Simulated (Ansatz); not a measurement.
# Structure types of Pd at zero pressure (with spin–orbit coupling)

Structure types of Pd are relaxed in primitive cells with their symmetry kept at 0 GPa, first on PAW files, then by LAPW. The enthalpy is E + pV at zero temperature, without zero-point motion. Only the types listed were tried, and differences under about 5 meV/atom are mesh noise.

Level of theory: DFT with PBE, with spin–orbit coupling, in Ansatz 0.2.0; Fermi–Dirac smearing of 0.05 eV, no spin polarisation. LAPW: all electrons, basis error target 0.5 meV/atom; PAW: frozen-core files, cutoff 420 eV.

k meshes: fcc 18×18×18, bcc 18×18×18, hcp 17×17×9.

Which type is lowest in enthalpy, and by how much?

fcc, 35 meV/atom below hcp. The whole table:

| start type | ends as | a, b, c (Å) | V (Å³/atom) | H − H(lowest), LAPW (meV/atom) | same, PAW |
| --- | --- | --- | --- | --- | --- |
| fcc | fcc, Fm-3m | 3.943, 3.943, 3.943 | 15.32 | 0.0 | 0.0 |
| bcc | bcc, Im-3m | 3.137, 3.137, 3.137 | 15.44 | 48.0 | 47.8 |
| hcp | hcp, P6_3/mmc | 2.773, 2.773, 4.625 | 15.40 | 35.1 | 35.1 |
